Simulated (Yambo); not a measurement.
A run of Yambo 5.3.0 is set up as follows.

cohsex2.in

```
gw0
dyson
el_el_corr
rim_cut
HF_and_locXC
cohsex
em1s
RandQpts= 1000000
RandGvec= 50 RL
EXXRLvcs= 84 Ry
VXCRLvcs= 84 Ry
Chimod= "HARTREE"
% BndsRnXs
 1 | 98 |
%
NGsBlkXs= 12 Ry
% LongDrXs
 1 | 1 | 1 |
%
DysSolver= "n"
ExtendOut
% QPkrange
 1 | 6 | 16 | 22 |
%
```

The input scf.in:

```
&CONTROL
  calculation = 'scf'
  prefix = 'pwscf'
  outdir = './tmp'
  pseudo_dir = './pseudo'
/
&SYSTEM
  ibrav = 0
  nat = 4
  ntyp = 2
  ecutwfc = 84
  nbnd = 26
  occupations = 'smearing'
  smearing = 'fd'
  degauss = 0.00367493
  force_symmorphic = .true.
/
&ELECTRONS
  conv_thr = 8d-10
  electron_maxstep = 120
  mixing_beta = 0.5
/
ATOMIC_SPECIES
Ga    69.7230 Ga.upf
N     14.0070 N.upf
CELL_PARAMETERS angstrom
   3.1800000000    0.0000000000    0.0000000000
  -1.5900000000    2.7539607840    0.0000000000
   0.0000000000    0.0000000000    5.1660000000
ATOMIC_POSITIONS crystal
Ga     0.6666666667    0.3333333333    0.5000000000
Ga     0.3333333333    0.6666666667    0.0000000000
N      0.6666666667    0.3333333333    0.8750000000
N      0.3333333333    0.6666666667    0.3750000000
K_POINTS automatic
12 12 6 0 0 0
```

nscf.in

```
&CONTROL
  calculation = 'nscf'
  prefix = 'pwscf'
  outdir = './tmp'
  pseudo_dir = './pseudo'
/
&SYSTEM
  ibrav = 0
  nat = 4
  ntyp = 2
  ecutwfc = 84
  nbnd = 98
  occupations = 'fixed'
  force_symmorphic = .true.
/
&ELECTRONS
  conv_thr = 1d-08
  diago_full_acc = .true.
  diago_thr_init = 1d-06
/
ATOMIC_SPECIES
Ga    69.7230 Ga.upf
N     14.0070 N.upf
CELL_PARAMETERS angstrom
   3.1800000000    0.0000000000    0.0000000000
  -1.5900000000    2.7539607840    0.0000000000
   0.0000000000    0.0000000000    5.1660000000
ATOMIC_POSITIONS crystal
Ga     0.6666666667    0.3333333333    0.5000000000
Ga     0.3333333333    0.6666666667    0.0000000000
N      0.6666666667    0.3333333333    0.8750000000
N      0.3333333333    0.6666666667    0.3750000000
K_POINTS automatic
3 3 2 0 0 0
```

Potentials or basis: PseudoDojo 0.4.1 SR PBEsol standard.

Command:

```bash
$ OMP_NUM_THREADS=1 pw.x -in scf.in > scf.out
$ OMP_NUM_THREADS=1 pw.x -in nscf.in > nscf.out
$ cd tmp/pwscf.save; p2y; mv SAVE ../..; cd ../..
$ OMP_NUM_THREADS=1 yambo
$ mkdir -p cohsex2; ln -s $PWD/g0w00/ndb.RIM cohsex2/
$ OMP_NUM_THREADS=1 yambo -F cohsex2.in -J cohsex2 -C cohsex2_out
```

(1) What does it give for the quasiparticle gap?

(2) Estimate the least direct quasiparticle gap.

(3) Predict the band gap of the same states before the correction.

## Answers

(1) 3.45 eV.

(2) 3.45 eV.

(3) 1.95 eV.

Caveat: the k mesh is coarse (spacing up to 0.76 Å⁻¹), so the values aren't converged; the potentials hold a filled d shell without the s and p states of that shell, which can shift GW gaps by tenths of an eV, either way; single COHSEX levels of this version can be off by tenths of an eV when symmetry is used; gaps are hit less; an odd mesh through Γ misses points on the zone boundary, where band edges often lie.
